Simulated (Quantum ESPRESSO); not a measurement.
# Ge (Fd-3m) in Quantum ESPRESSO: a series of runs, part 3 of 4

Quantum ESPRESSO 7.5. Earlier steps stand in the parts before.

## Step 5: Phonons, RPBE

File pw.in:

```
&CONTROL
  calculation = 'scf'
  prefix = 'pwscf'
  outdir = './tmp'
  pseudo_dir = './pseudo'
  tprnfor = .true.
  tstress = .true.
  disk_io = 'low'
/
&SYSTEM
  ibrav = 0
  A = 4.00068289
  nat = 2
  ntyp = 1
  ecutwfc = 78
  nbnd = 21
  input_dft = 'rpbe'
  occupations = 'smearing'
  smearing = 'mv'
  degauss = 0.01469973
/
&ELECTRONS
  conv_thr = 4d-10
  electron_maxstep = 120
  mixing_beta = 0.5
/
ATOMIC_SPECIES
Ge    72.6300 Ge.upf
CELL_PARAMETERS alat
   0.0000000000    0.7071067810    0.7071067810
   0.7071067810    0.0000000000    0.7071067810
   0.7071067810    0.7071067810    0.0000000000
ATOMIC_POSITIONS alat
Ge     1.0606601714    1.0606601714    1.0606601714
Ge     0.7071067810    0.7071067810    0.7071067810
K_POINTS automatic
8 8 8 0 0 0
```

File relax.in:

```
&CONTROL
  calculation = 'vc-relax'
  prefix = 'pwscf'
  outdir = './tmp'
  pseudo_dir = './pseudo'
  tprnfor = .true.
  tstress = .true.
  disk_io = 'low'
  nstep = 40
  forc_conv_thr = 0.0001
  etot_conv_thr = 1d-06
/
&SYSTEM
  ibrav = 0
  A = 4.00068289
  nat = 2
  ntyp = 1
  ecutwfc = 78
  nbnd = 21
  input_dft = 'rpbe'
  occupations = 'smearing'
  smearing = 'mv'
  degauss = 0.01469973
/
&ELECTRONS
  conv_thr = 4d-10
  electron_maxstep = 120
  mixing_beta = 0.5
/
&IONS
  ion_dynamics = 'bfgs'
/
&CELL
  cell_dynamics = 'bfgs'
  press = 0
  press_conv_thr = 0.2
/
ATOMIC_SPECIES
Ge    72.6300 Ge.upf
CELL_PARAMETERS alat
   0.0000000000    0.7071067810    0.7071067810
   0.7071067810    0.0000000000    0.7071067810
   0.7071067810    0.7071067810    0.0000000000
ATOMIC_POSITIONS alat
Ge     1.0606601714    1.0606601714    1.0606601714
Ge     0.7071067810    0.7071067810    0.7071067810
K_POINTS automatic
8 8 8 0 0 0
```

File scf2.in:

```
&CONTROL
  calculation = 'scf'
  prefix = 'pwscf'
  outdir = './tmp'
  pseudo_dir = './pseudo'
  tprnfor = .true.
  tstress = .true.
  disk_io = 'low'
/
&SYSTEM
  ibrav = 0
  A = 4.11691373
  nat = 2
  ntyp = 1
  ecutwfc = 78
  nbnd = 21
  input_dft = 'rpbe'
  occupations = 'smearing'
  smearing = 'mv'
  degauss = 0.01469973
/
&ELECTRONS
  conv_thr = 1d-13
  electron_maxstep = 120
  mixing_beta = 0.5
  startingpot = 'file'
  startingwfc = 'file'
/
ATOMIC_SPECIES
Ge    72.6300 Ge.upf
CELL_PARAMETERS alat
   0.0000000000    0.7071067808    0.7071067808
   0.7071067808    0.0000000000    0.7071067808
   0.7071067808    0.7071067808    0.0000000000
ATOMIC_POSITIONS alat
Ge     1.0606601713    1.0606601713    1.0606601712
Ge     0.7071067809    0.7071067809    0.7071067808
K_POINTS automatic
8 8 8 0 0 0
```

File ph.in:

```
phonons of Ge
&INPUTPH
  prefix = 'pwscf'
  outdir = './tmp'
  tr2_ph = 1d-18
  fildyn = 'dyn'
  niter_ph = 90
  alpha_mix(1) = 0.4
/
0.0000000000 0.0000000000 0.0000000000
```

File dynmat.in:

```
&INPUT
  fildyn = 'dyn'
  asr = 'crystal'
  filout = 'dynmat.disp'
  fileig = 'dynmat.eig'
/
```

Potentials or basis: PseudoDojo 0.4.1 SR PBE standard.

The run is started by

```console
$ OMP_NUM_THREADS=1 mpirun -n 4 pw.x -nk 4 -in pw.in > pw.out
$ OMP_NUM_THREADS=1 mpirun -n 4 pw.x -nk 4 -in relax.in > relax.out
$ OMP_NUM_THREADS=1 mpirun -n 4 pw.x -nk 4 -in scf2.in > scf2.out
$ OMP_NUM_THREADS=1 mpirun -n 4 ph.x -nk 4 -in ph.in > ph.out
$ OMP_NUM_THREADS=1 mpirun -n 1 dynmat.x -in dynmat.in > dynmat.out
```

pw.out:

```text
This program is part of the open-source Quantum ESPRESSO suite
     for quantum simulation of materials; please cite
         "P. Giannozzi et al., J. Phys.:Condens. Matter 21 395502 (2009);
         "P. Giannozzi et al., J. Phys.:Condens. Matter 29 465901 (2017);
         "P. Giannozzi et al., J. Chem. Phys. 152 154105 (2020);
     in publications or presentations arising from this work. More details at

     IMPORTANT: XC functional enforced from input :
     Exchange-correlation= RPBE
                           (   1   4  44   4   0   0   0)
     Any further DFT definition will be discarded
     Please, verify this is what you really want

     Message from routine setup:
     using ibrav=0 with symmetry is DISCOURAGED, use correct ibrav instead

     K-points division:     npool     =       4
     Subspace diagonalization in iterative solution of the eigenvalue problem:
     a serial algorithm will be used

     G-vector sticks info
     --------------------
     sticks:   dense  smooth     PW     G-vecs:    dense   smooth      PW
     Sum        1237    1237    361                28475    28475    4573

     Using Slab Decomposition

     bravais-lattice index     =            0
     lattice parameter (alat)  =       7.5602  a.u.
     unit-cell volume          =     305.5512 (a.u.)^3
     number of atoms/cell      =            2
     number of atomic types    =            1
     number of electrons       =        28.00
     number of Kohn-Sham states=           21
     kinetic-energy cutoff     =      78.0000  Ry
     charge density cutoff     =     312.0000  Ry
     scf convergence threshold =      4.0E-10
     mixing beta               =       0.5000
     number of iterations used =            8  plain     mixing
     Exchange-correlation= RPBE
                           (   1   4  44   4   0   0   0)

     celldm(1)=   7.560195  celldm(2)=   0.000000  celldm(3)=   0.000000
     celldm(4)=   0.000000  celldm(5)=   0.000000  celldm(6)=   0.000000

[... 8 lines left out ...]
               b(3) = (  0.707107  0.707107 -0.707107 )

     PseudoPot. # 1 for Ge read from file:
     Ge.upf
     Pseudo is Norm-conserving + core correction, Zval = 14.0
     Generated using ONCVPSP code by D. R. Hamann
     Using radial grid of 1560 points,  6 beta functions with:
                l(1) =   0
                l(2) =   0
                l(3) =   1
                l(4) =   1
                l(5) =   2
                l(6) =   2

     atomic species   valence    mass     pseudopotential
     Ge               14.00    72.63000     Ge( 1.00)

     48 Sym. Ops., with inversion, found (24 have fractional translation)

   Cartesian axes

     site n.     atom                  positions (alat units)
         1        Ge     tau(   1) = (   1.0606602   1.0606602   1.0606602  )
         2        Ge     tau(   2) = (   0.7071068   0.7071068   0.7071068  )

     number of k points=    29  Marzari-Vanderbilt smearing, width (Ry)=  0.0147
                       cart. coord. in units 2pi/alat
        k(    1) = (   0.0000000   0.0000000   0.0000000), wk =   0.0039062
        k(    2) = (   0.0883883   0.0883883  -0.0883883), wk =   0.0312500
        k(    3) = (   0.1767767   0.1767767  -0.1767767), wk =   0.0312500
        k(    4) = (   0.2651650   0.2651650  -0.2651650), wk =   0.0312500
        k(    5) = (  -0.3535534  -0.3535534   0.3535534), wk =   0.0156250
        k(    6) = (   0.1767767   0.0000000   0.0000000), wk =   0.0234375
[... 21 lines left out ...]
        k(   28) = (  -0.7071068   0.1767767   0.0000000), wk =   0.0468750
        k(   29) = (  -0.7071068   0.3535534   0.0000000), wk =   0.0234375

     Dense  grid:    28475 G-vectors     FFT dimensions: (  48,  48,  48)

     Initial potential from superposition of free atoms

     starting charge      27.9984, renormalised to      28.0000
     Starting wfcs are   18 randomized atomic wfcs +    3 random wfcs

     Self-consistent Calculation

     iteration #  1     ecut=    78.00 Ry     beta= 0.50
     Davidson diagonalization with overlap
     ethr =  1.00E-02,  avg # of iterations =  5.5

     Threshold (ethr) on eigenvalues was too large:
     Diagonalizing with lowered threshold

     Davidson diagonalization with overlap
     ethr =  1.10E-04,  avg # of iterations =  4.1

     total energy              =    -357.52665637 Ry
     estimated scf accuracy    <       0.03154835 Ry

     iteration #  2     ecut=    78.00 Ry     beta= 0.50
     Davidson diagonalization with overlap
     ethr =  1.13E-04,  avg # of iterations =  1.0
[... 43 lines left out ...]
     total energy              =    -357.52753522 Ry
     estimated scf accuracy    <          7.9E-10 Ry

     iteration #  9     ecut=    78.00 Ry     beta= 0.50
     Davidson diagonalization with overlap
     ethr =  2.82E-12,  avg # of iterations =  2.0

     End of self-consistent calculation

          k = 0.0000 0.0000 0.0000 (  3527 PWs)   bands (ev):

   -15.2842 -15.2842 -15.2842 -15.2504 -15.2504 -15.0423 -15.0423 -15.0423
   -15.0307 -15.0307  -3.0303   9.7031   9.7031   9.7031   9.9009  12.2536
    12.2536  12.2536  16.3204  19.0545  19.0545

          k = 0.0884 0.0884-0.0884 (  3575 PWs)   bands (ev):

   -15.2923 -15.2923 -15.2817 -15.2390 -15.2390 -15.0547 -15.0547 -15.0451
   -15.0201 -15.0201  -2.8399   7.4025   9.3672   9.3672  10.8327  12.7039
    12.7039  13.2424  17.2245  18.2137  18.2137
[... 157 lines left out ...]
          k =-0.7071 0.3536 0.0000 (  3552 PWs)   bands (ev):

   -15.3311 -15.3311 -15.1923 -15.1923 -15.1453 -15.1453 -15.1134 -15.1134
   -14.9770 -14.9770   0.9600   0.9600   5.8056   5.8056  14.0764  14.0764
    14.4579  14.4579  20.7800  20.7800  22.7067

     the Fermi energy is     9.7540 ev

!    total energy              =    -357.52753522 Ry
     estimated scf accuracy    <          2.1E-11 Ry
     smearing contrib. (-TS)   =       0.00011090 Ry
     internal energy E=F+TS    =    -357.52764612 Ry

     The total energy is F=E-TS. E is the sum of the following terms:
     one-electron contribution =    -183.24577429 Ry
     hartree contribution      =     110.84231537 Ry
     xc contribution           =     -87.62342901 Ry
     ewald contribution        =    -197.50075819 Ry

     convergence has been achieved in   9 iterations

     Forces acting on atoms (cartesian axes, Ry/au):

     atom    1 type  1   force =     0.00000000    0.00000000   -0.00000000
     atom    2 type  1   force =    -0.00000000   -0.00000000    0.00000000

     Total force =     0.000000     Total SCF correction =     0.000000

     Computing stress (Cartesian axis) and pressure

          total   stress  (Ry/bohr**3)                   (kbar)     P=       60.80
   0.00041334  -0.00000000   0.00000000           60.80       -0.00        0.00
  -0.00000000   0.00041334  -0.00000000           -0.00       60.80       -0.00
   0.00000000  -0.00000000   0.00041334            0.00       -0.00       60.80

=------------------------------------------------------------------------------=
   JOB DONE.
=------------------------------------------------------------------------------=
```

scf2.out:

```text
This program is part of the open-source Quantum ESPRESSO suite
     for quantum simulation of materials; please cite
         "P. Giannozzi et al., J. Phys.:Condens. Matter 21 395502 (2009);
         "P. Giannozzi et al., J. Phys.:Condens. Matter 29 465901 (2017);
         "P. Giannozzi et al., J. Chem. Phys. 152 154105 (2020);
[... 332 lines left out ...]
   0.00000000   0.00002186   0.00000000            0.00        3.22        0.00
   0.00000000   0.00000000   0.00002186            0.00        0.00        3.22

=------------------------------------------------------------------------------=
   JOB DONE.
=------------------------------------------------------------------------------=
```

Wall time 3.3 min (4 MPI ranks of Intel Xeon 6975P-C (Granite Rapids), shared host); peak memory 0.52 GiB.

What came out:

```yaml
Free_energy: -4864.4860 eV
Relaxed_volume: 24.67 Å³/atom
Relaxed_cell: a = 4.117 Å, b = 4.117 Å, c = 4.117 Å, α = 60.00°, β = 60.00°, γ = 60.00°
Space_group_after_relaxing_to_0.05_Å: Fd-3m (No. 227)
Pressure_after_relaxing: 0.3 GPa
Band_gap_on_the_k_mesh: none (metal or under the smearing width)
Highest_phonon_frequency_at_Γ: 259 cm⁻¹
```

The path:
| step | energy change (eV) | largest force (eV/Å) | pressure (GPa) | volume (Å³) |
| --- | --- | --- | --- | --- |
| 1 | 0.0000 | 0.0000 | 6.08 | 45.28 |
| 2 | -0.0428 | 0.0000 | 3.68 | 46.70 |
| 3 | -0.0680 | 0.0000 | 1.40 | 48.29 |
| 4 | -0.0725 | 0.0000 | 0.02 | 49.33 |
| 5 | -0.0725 | 0.0000 | 0.00 | 49.34 |

Final structure:
```
Ge
1.0
     0.00000    2.91110    2.91110
     2.91110    0.00000    2.91110
     2.91110    2.91110    0.00000
Ge
2
Direct
  0.75000 0.75000 0.75000
  0.50000 0.50000 0.50000
```

Phonon frequencies in cm⁻¹ (negative: imaginary):
| q point | frequencies |
| --- | --- |
| (0.000, 0.000, 0.000) | 1 1 1 259 259 259 |

Optical modes at Γ, degenerate ones joined:
```tsv
cm⁻¹	components	symmetry	active in
259	3	T2g	Raman
```

Caveat: the potentials were made for another functional, which shifts forces and pressure.

(Continued in part 4 of 4.)
